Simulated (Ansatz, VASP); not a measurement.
# GaN in two plane-wave programs, part 2 of 2

Wanted: the spread between two codes on one cell, functional and k mesh.  Other levels of theory on this material are compared in a session of their own.

VASP 6.6.1 and Ansatz 0.2.0.

So far: The structure; Ansatz: band structure, PBE, spin-orbit coupling.

The database entry behind the starting cell differs from later determinations by our own check (about 0.3 % short, ideal inner coordinate), so it need not match the best structure at ambient conditions.

## 3. VASP: band structure, PBE, spin-orbit coupling

Level of this step: PBE, spin-orbit coupling; plane waves and PAW (Ga_d, N) (VASP).

The same cell, functional, mesh and smearing now go to VASP, with its own data sets and cutoff.

Lines of VASP's logs that name or quote its potential files are left out, and so is its time.

Input file INCAR:

```
SYSTEM = GaN
PREC = Accurate
ENCUT = 520
EDIFF = 1E-06
NELM = 100
ISMEAR = 0
SIGMA = 0.02
LREAL = .FALSE.
ALGO = Normal
GGA = PE
LNONCOLLINEAR = .TRUE.
MAGMOM = 0 0 0 0 0 0 0 0 0 0 0 0
NBANDS = 48
GGA_COMPAT = .FALSE.
LASPH = .TRUE.
LSORBIT = .TRUE.
LORBIT = 11
LWAVE = .FALSE.
LCHARG = .FALSE.
KPAR = 8
```

Input file POSCAR:

```
GaN
1.0
    3.1800000000      0.0000000000      0.0000000000
   -1.5900000000      2.7539607840      0.0000000000
    0.0000000000      0.0000000000      5.1660000000
Ga N
2 2
Direct
    0.3333333333      0.6666666667      0.0000000000
    0.6666666667      0.3333333333      0.5000000000
    0.3333333333      0.6666666667      0.3750000000
    0.6666666667      0.3333333333      0.8750000000
```

Input file KPOINTS:

```
Automatic mesh
0
Gamma
7 7 4
0 0 0
```

Input file KPOINTS_OPT:

```
Line mode
16
Line-mode
Reciprocal
  0.00000000   0.00000000   0.00000000 GAMMA
  0.50000000   0.00000000   0.00000000 M

  0.50000000   0.00000000   0.00000000 M
  0.33333333   0.33333333   0.00000000 K

  0.33333333   0.33333333   0.00000000 K
  0.00000000   0.00000000   0.00000000 GAMMA

  0.00000000   0.00000000   0.00000000 GAMMA
  0.00000000   0.00000000   0.50000000 A

  0.00000000   0.00000000   0.50000000 A
  0.50000000   0.00000000   0.50000000 L

  0.50000000   0.00000000   0.50000000 L
  0.33333333   0.33333333   0.50000000 H

  0.33333333   0.33333333   0.50000000 H
  0.00000000   0.00000000   0.50000000 A

  0.50000000   0.00000000   0.50000000 L
  0.50000000   0.00000000   0.00000000 M

  0.33333333   0.33333333   0.00000000 K
  0.33333333   0.33333333   0.50000000 H
```

The projector-augmented-wave data sets are Ga_d and N (PBE family, release 64).

The run is started by

```sh
> mpirun -np 8 vasp_ncl
```

Numbers of over 12 decimals in the logs are rounded to 6 here.

What it wrote:

```text
[banner, memory and clock lines left out]
running    8 mpi-ranks, on    1 nodes
 distrk:  each k-point on    1 cores,    8 groups
 distr:  one band on    1 cores,    1 groups

 POSCAR found type information on POSCAR GaN
 POSCAR found :  2 types and       4 ions
|                                                                             |
|           W    W    AA    RRRRR   N    N  II  N    N   GGGG   !!!           |
|           W    W   A  A   R    R  NN   N  II  NN   N  G    G  !!!           |
|           W    W  A    A  R    R  N N  N  II  N N  N  G       !!!           |
|           W WW W  AAAAAA  RRRRR   N  N N  II  N  N N  G  GGG   !            |
|           WW  WW  A    A  R   R   N   NN  II  N   NN  G    G                |
|           W    W  A    A  R    R  N    N  II  N    N   GGGG   !!!           |
|                                                                             |
|     For optimal performance we recommend to set                             |
|       NCORE = 2 up to number-of-cores-per-socket                            |
|     NCORE specifies how many cores store one orbital (NPAR=cpu/NCORE).      |
|     This setting can greatly improve the performance of VASP for DFT.       |
|     The default, NCORE=1 might be grossly inefficient on modern             |
|     multi-core architectures or massively parallel machines. Do your        |
|     Unfortunately you need to use the default for GW and RPA                |
|     calculations (for HF NCORE is supported but not extensively tested      |
|     yet).                                                                   |
|                                                                             |

 LDA part: xc-table for (Slater+PW92), standard interpolation
 POSCAR, INCAR and KPOINTS ok, starting setup
 FFT: planning ... GRIDC
 FFT: planning ... GRID_SOFT
 FFT: planning ... GRID
 WAVECAR not read
 entering main loop
       N       E                     dE             d eps       ncg     rms          rms(c)
DAV:   1     0.403104179278E+03    0.40310E+03   -0.16151E+04  3576   0.281E+03
DAV:   2     0.525569528165E+02   -0.35055E+03   -0.32743E+03  3120   0.723E+02
DAV:   3    -0.223812073111E+02   -0.74938E+02   -0.72764E+02  3560   0.218E+02
DAV:   4    -0.281794787755E+02   -0.57983E+01   -0.57416E+01  3952   0.636E+01
DAV:   5    -0.283399295363E+02   -0.16045E+00   -0.16031E+00  3624   0.112E+01    0.110E+01
DAV:   6    -0.241537096525E+02    0.41862E+01   -0.10673E+01  5592   0.536E+01    0.292E+00
DAV:   7    -0.243150715451E+02   -0.16136E+00   -0.21193E+00  3328   0.109E+01    0.273E+00
DAV:   8    -0.243100319711E+02    0.50396E-02   -0.18359E-01  4504   0.727E+00    0.721E-01
DAV:   9    -0.242936180874E+02    0.16414E-01   -0.67385E-02  4712   0.475E+00    0.280E-01
DAV:  10    -0.242944295173E+02   -0.81143E-03   -0.70939E-03  3512   0.738E-01    0.103E-01
DAV:  11    -0.242945012754E+02   -0.71758E-04   -0.67887E-04  4352   0.435E-01    0.423E-02
DAV:  12    -0.242945123650E+02   -0.11090E-04   -0.10371E-04  3840   0.756E-02    0.248E-02
DAV:  13    -0.242945098861E+02    0.24790E-05   -0.64001E-06  3888   0.511E-02    0.936E-03
DAV:  14    -0.242945102314E+02   -0.34528E-06   -0.67522E-06  2992   0.410E-02
   1 F= -.24294510E+02 E0= -.24294510E+02  d E =-.407628E-29  mag=    -0.0000     0.0000    -0.0000
 Start KPOINTS_OPT (optional k-point list driver)
k-point batch [1-32\144]
       N       E                     dE             ncg
DAV:   1     0.809093066045E+04   -0.23469E+05     3608
DAV:   2    -0.285830211080E+04   -0.10949E+05     3104
DAV:   3    -0.507909998915E+04   -0.22208E+04     3512
DAV:   4    -0.524025054324E+04   -0.16115E+03     3864
DAV:   5    -0.524509072320E+04   -0.48402E+01     3704
DAV:   6    -0.524524839071E+04   -0.15767E+00     4336
DAV:   7    -0.524525266808E+04   -0.42774E-02     4024
DAV:   8    -0.524525270946E+04   -0.41379E-04     4176
DAV:   9    -0.524525271018E+04   -0.72703E-06     2344
[...]
k-point batch [129-144\144]
       N       E                     dE             ncg
DAV:   1     0.260974912053E+05   -0.20398E+05     1792
DAV:   2     0.206050780383E+05   -0.54924E+04     1552
DAV:   3     0.195059132592E+05   -0.10992E+04     1696
DAV:   4     0.194251377981E+05   -0.80775E+02     1976
DAV:   5     0.194230406500E+05   -0.20971E+01     1784
DAV:   6     0.194229642279E+05   -0.76422E-01     2120
DAV:   7     0.194229618515E+05   -0.23763E-02     2016
DAV:   8     0.194229618324E+05   -0.19136E-04     2112
DAV:   9     0.194229618321E+05   -0.28471E-06     1088
```

Parts of OUTCAR (step 3):

```text
ion  position               nearest neighbor table
   1  0.333  0.667  0.000-   3 1.94   4 1.95   4 1.95   4 1.95
   2  0.667  0.333  0.500-   4 1.94   3 1.95   3 1.95   3 1.95
   3  0.333  0.667  0.375-   1 1.94   2 1.95   2 1.95   2 1.95
   4  0.667  0.333  0.875-   2 1.94   1 1.95   1 1.95   1 1.95

  LATTYP: Found a hexagonal cell.
 ALAT       =     3.1800000000
 C/A-ratio  =     1.6245283019

 Subroutine GETGRP returns: Found 12 space group operations
 (whereof  6 operations were pure point group operations)

The static configuration has the point symmetry C_3v.
 The point group associated with its full space group is C_6v.

 Found     32 irreducible k-points:

   k-points           NKPTS =     32   k-points in BZ     NKDIM =     32   number of bands    NBANDS=     48

   dimension x,y,z NGX =    24 NGY =   24 NGZ =   40
   dimension x,y,z NGXF=    48 NGYF=   48 NGZF=   80

   ENCUT  =  520.0 eV  38.22 Ry    6.18 a.u.   5.91  5.91  9.61*2*pi/ulx,y,z

   NELECT =      36.0000    total number of electrons

 k-points in reciprocal lattice and weights: Automatic mesh
   0.00000000  0.00000000  0.00000000       0.005
   0.14285714  0.00000000  0.00000000       0.031
   0.28571429 -0.00000000  0.00000000       0.031
   0.42857143  0.00000000  0.00000000       0.031
   0.14285714  0.14285714  0.00000000       0.031
   0.28571429  0.14285714  0.00000000       0.061
   0.42857143  0.14285714  0.00000000       0.031
   0.28571429  0.28571429  0.00000000       0.031
   0.00000000  0.00000000  0.25000000       0.005
[...]
0.42857143  0.14285714  0.50000000       0.031
   0.28571429  0.28571429  0.50000000       0.031

 average (electrostatic) potential at core
       1 -63.3811       2 -63.3811       3 -61.9328       4 -61.9328

 E-fermi :   5.5875

 k-point     1 :       0.0000    0.0000    0.0000
  band No.  band energies     occupation
    ...
     32       5.3713      1.00000
     33       5.4302      1.00000
     34       5.4302      1.00000
     35       5.4352      1.00000
     36       5.4352      1.00000
     37       7.4052      0.00000
     38       7.4052      0.00000
     39       9.7342      0.00000
     40       9.7342      0.00000
     41      14.6899      0.00000
    ...

 k-point     2 :       0.1429    0.0000    0.0000
  band No.  band energies     occupation
    ...
     32       4.0459      1.00000
     33       5.1503      1.00000
     34       5.1700      1.00000
     35       5.2517      1.00000
     36       5.2579      1.00000
     37       8.6479      0.00000
     38       8.6561      0.00000
     39      10.7723      0.00000
     40      10.7872      0.00000
     41      13.8820      0.00000
    ...

 k-point     3 :       0.2857   -0.0000    0.0000
  band No.  band energies     occupation
    ...
     32       3.2335      1.00000
     33       4.4449      1.00000
     34       4.4795      1.00000
     35       4.8254      1.00000
     36       4.8321      1.00000
     37      10.0503      0.00000
     38      10.0757      0.00000
     39      11.3452      0.00000
     40      11.3491      0.00000
     41      12.5446      0.00000
    ...

  Total        1.8540565      1.8540565      2.4598038      0.0000000      0.0000000      0.0000000
  in kB       65.6589999     65.6589999     87.1107545      0.0000000      0.0000000      0.0000000
  external PRESSURE =      72.8095848 kB  Pullay stress =       0.0000000 kB

  energy-cutoff  :      520.00
  volume of cell :       45.24
      direct lattice vectors                 reciprocal lattice vectors
     3.180000000  0.000000000  0.000000000     0.314465409  0.181556688  0.000000000
    -1.590000000  2.753960784  0.000000000     0.000000000  0.363113377  0.000000000
     0.000000000  0.000000000  5.166000000     0.000000000  0.000000000  0.193573364

 POSITION                                       TOTAL-FORCE (eV/Angst)
 -----------------------------------------------------------------------------------
     -0.00000      1.83597      0.00000         0.000000     -0.000000     -0.134527
      1.59000      0.91799      2.58300        -0.000000      0.000000     -0.134527
     -0.00000      1.83597      1.93725        -0.000000      0.000000      0.134527
      1.59000      0.91799      4.52025         0.000000     -0.000000      0.134527
 -----------------------------------------------------------------------------------
    total drift:                               -0.000000      0.000000     -0.000270

  FREE ENERGIE OF THE ION-ELECTRON SYSTEM (eV)
  ---------------------------------------------------
  free  energy   TOTEN  =       -24.2945102314 eV

  energy  without entropy=      -24.2945102314  energy(sigma->0) =      -24.29451023

 Spin-Orbit-Coupling matrix elements
 Ion:    1  E_soc:     -0.0108067
 Ion:    2  E_soc:     -0.0108067
 Ion:    3  E_soc:     -0.0000942
 Ion:    4  E_soc:     -0.0000942

 total charge
# of ion       s       p       d       tot
------------------------------------------
    1        0.789   0.909  10.186  11.884
    2        0.789   0.909  10.186  11.884
    3        1.224   2.532   0.000   3.755
    4        1.224   2.532   0.000   3.755
--------------------------------------------------
tot          4.025   6.881  20.372  31.278

 magnetization (x)
# of ion       s       p       d       tot
------------------------------------------
    1       -0.000   0.000   0.000   0.000
    2       -0.000   0.000  -0.000  -0.000
    3       -0.000  -0.000   0.000  -0.000
    4        0.000   0.000   0.000   0.000
--------------------------------------------------
tot         -0.000  -0.000  -0.000  -0.000

 magnetization (y)
# of ion       s       p       d       tot
------------------------------------------
    1        0.000   0.000   0.000   0.000
    2        0.000  -0.000   0.000  -0.000
    3        0.000   0.000   0.000   0.000
    4        0.000   0.000   0.000   0.000
--------------------------------------------------
tot          0.000   0.000   0.000   0.000

 magnetization (z)
# of ion       s       p       d       tot
------------------------------------------
    1        0.000   0.000  -0.000   0.000
    2       -0.000   0.000   0.000  -0.000
    3        0.000  -0.000   0.000  -0.000
    4        0.000  -0.000   0.000  -0.000
--------------------------------------------------
tot          0.000  -0.000   0.000  -0.000

[... 3 further parts left out ...]
```

The run ends at a pressure of 7.28 GPa, with forces up to 0.13 eV/Å.

## 4. Side by side

Known differences besides the potentials themselves: spin-orbit coupling enters by fully relativistic files in Ansatz and inside the spheres in VASP; the cutoff is 420 eV in Ansatz and 520 eV in VASP. Total energies have different zeros and are not compared.

Compared:

```csv
quantity,Ansatz,VASP,difference
pressure (GPa),7.26,7.28,-0.02
pressure without Ansatz's Pulay correction (GPa),6.75,7.28,-0.54
gap over the path points (eV),1.961,1.970,-0.008
```

Forces (eV/Å; atoms numbered as in POSCAR):

```csv
atom,"Ansatz x, y, z","VASP x, y, z"
Ga1,"0.000, 0.000, -0.137","0.000, 0.000, -0.135"
Ga2,"0.000, 0.000, -0.137","0.000, 0.000, -0.135"
N3,"0.000, 0.000, 0.137","0.000, 0.000, 0.135"
N4,"0.000, 0.000, 0.137","0.000, 0.000, 0.135"
```

Levels at points of the path, from each program's valence-band top (eV; 8 filled, then empty):

```csv
k (reciprocal lattice),Ansatz,VASP
0.000 0.000 0.000,-1.05 -1.05 -0.06 -0.06 -0.01 -0.01 0.00 0.00 1.96 1.96 4.30 4.30 9.25 9.25,-1.05 -1.05 -0.06 -0.06 -0.01 -0.01 0.00 0.00 1.97 1.97 4.30 4.30 9.26 9.26
0.133 0.000 0.000,-1.42 -1.42 -1.27 -1.26 -0.26 -0.24 -0.16 -0.15 3.10 3.10 5.24 5.25 8.56 8.57,-1.42 -1.42 -1.27 -1.26 -0.26 -0.24 -0.16 -0.15 3.10 3.11 5.24 5.25 8.56 8.57
0.300 0.000 0.000,-3.53 -3.51 -2.27 -2.27 -1.09 -1.05 -0.65 -0.65 4.71 4.74 5.87 5.88 6.99 7.00,-3.53 -3.51 -2.27 -2.27 -1.09 -1.05 -0.65 -0.65 4.71 4.74 5.87 5.87 6.99 7.00
0.467 0.000 0.000,-4.33 -4.31 -2.77 -2.77 -2.21 -2.20 -0.98 -0.98 5.07 5.08 5.61 5.62 6.09 6.10,-4.33 -4.31 -2.77 -2.77 -2.21 -2.20 -0.98 -0.98 5.07 5.08 5.61 5.62 6.10 6.10
0.467 0.067 0.000,-4.25 -4.25 -3.00 -2.98 -2.29 -2.29 -1.18 -1.17 5.37 5.38 5.77 5.77 6.03 6.03,-4.25 -4.25 -3.00 -2.98 -2.29 -2.29 -1.18 -1.17 5.37 5.38 5.77 5.78 6.03 6.04
0.411 0.178 0.000,-4.35 -4.34 -3.63 -3.58 -2.45 -2.44 -1.97 -1.97 5.55 5.55 6.76 6.77 6.81 6.82,-4.35 -4.34 -3.63 -3.58 -2.45 -2.44 -1.97 -1.97 5.55 5.55 6.76 6.77 6.81 6.82
0.356 0.289 0.000,-5.13 -5.12 -3.30 -3.27 -2.83 -2.81 -2.65 -2.64 5.17 5.17 7.65 7.65 7.97 7.98,-5.13 -5.12 -3.30 -3.27 -2.83 -2.81 -2.65 -2.64 5.17 5.17 7.65 7.65 7.97 7.97
0.289 0.289 0.000,-4.68 -4.67 -3.64 -3.60 -2.52 -2.50 -2.50 -2.47 5.31 5.31 7.38 7.38 8.04 8.05,-4.69 -4.67 -3.64 -3.60 -2.52 -2.50 -2.50 -2.47 5.30 5.31 7.38 7.38 8.04 8.04
0.178 0.178 0.000,-3.93 -3.93 -2.63 -2.62 -1.16 -1.16 -1.07 -1.04 5.21 5.22 6.90 6.91 7.26 7.26,-3.93 -3.93 -2.63 -2.62 -1.16 -1.16 -1.07 -1.04 5.21 5.23 6.90 6.91 7.26 7.26
0.067 0.067 0.000,-1.46 -1.45 -0.94 -0.93 -0.21 -0.19 -0.15 -0.15 2.90 2.90 5.06 5.08 8.91 8.92,-1.46 -1.45 -0.94 -0.93 -0.21 -0.19 -0.15 -0.14 2.90 2.91 5.06 5.08 8.91 8.92
```

The forces differ by 1.3 meV/Å r.m.s., which is 1.7 % of the r.m.s. force of 0.08 eV/Å (both taken over all components). Among the levels compared at these points, filled levels agree within 3 meV and empty ones within 8 meV. Ansatz's pressure holds a Pulay correction of 0.52 GPa; VASP's holds none.

## 5. Outcome

```
difference in gap over the path points (band structure, PBE, spin-orbit coupling) : -0.0085 eV
```

What this shows: The difference in gap over the path points is -0.0085 eV (band structure, PBE, spin-orbit coupling), within the 0.08 eV picked in this series as the mark of a large difference. 8 further runs of this series are not shown here. Such differences can come from data sets, numerical settings and the points named under the comparisons, not from the functional's error against experiment.

[Lines on the potential files, build, host, timing and source positions are cut from VASP's logs without a mark.]

[Logs are printed without paths, hosts, clocks, repeated set-up lines and the standing remarks that a program may print on its own settings, such as how far it seeks lower states.]

[Hosts, paths, dates, database ids (printed as entryN), source tags and the programs' standing remarks are cut or masked in the printed files.]
